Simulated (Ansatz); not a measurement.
An Ansatz input and the part of its output that reports the observables at the nuclei.

The cell is a COD entry, relaxed with PBE at fixed cell and then changed (volume scaled by 1.02, ions relaxed).

```yaml
crystal:
  lattice:
    - [3.2010602164, 0.0, 0.0]
    - [-1.6005301082, 2.7721994664, 0.0]
    - [0.0, 0.0, 5.2002129176]
  atoms:
    - { symbol: Ga, position: [0.3333333333, 0.6666666667, 0.0039408788] }
    - { symbol: Ga, position: [0.6666666667, 0.3333333333, 0.5039408788] }
    - { symbol: "N", position: [0.3333333333, 0.6666666667, 0.3810591212] }
    - { symbol: "N", position: [0.6666666667, 0.3333333333, 0.8810591212] }
kpoints:
  mp_grid: { grid: [11, 11, 6] }
scf:
  occupations: { method: fermi_dirac, width: 0.02 }
hamiltonian:
  xc: pbe
  pseudopotentials: { kind: paw }
output:
  forces: true
  stress: true
  populations: true
  efg:
    quadrupole_moments_barn: { Ga: 0.107, "N": 0.02044 }
    contact_densities: true
  write_density: true
  write_potential: true
  elf: true
  volumetric_format: npy
relax:
  f_tol: 0.02
  max_steps: 60
```

```sh
ansatz run input.yaml --threads 1 --pin off --max-ram 3072MiB --backend cpu --events-out ev --progress --plain --runs-dir out
```

The run relaxes the ions first, and the block belongs to the relaxed positions.

Of the output, the block on the nuclei alone is shown; the set-up, the SCF iterations, energies, forces and stress are cut. One atom of each set with nearly equal values is shown.

```
--- PAW observables at the nuclei: V_zz in 10²¹ V/m², potentials from the cell's mean, atoms counted from 1 ---
  atom   1  Ga V_zz =    +0.424567   η = 0.0000   by run symmetry: allowed   C_q = +1.0985 MHz
            electrostatic potential = -4134.419017 V   contact ρ = 187399.417058 e/Å³
  atom   3  N  V_zz =    +0.032643   η = 0.0000   by run symmetry: allowed   C_q = +0.0161 MHz
            electrostatic potential = -517.865811 V   contact ρ = 1414.022908 e/Å³
```

The relaxation (2 steps) took 9.4 s of wall time (9.3 s of CPU time) and 0.47 GiB at its peak, on 1 thread of Intel Xeon Platinum 8488C (Sapphire Rapids) (x86_64; 16 cores open to the job, memory cap 3.0 GiB, no GPU), a shared host with a load of 0.3 a core.
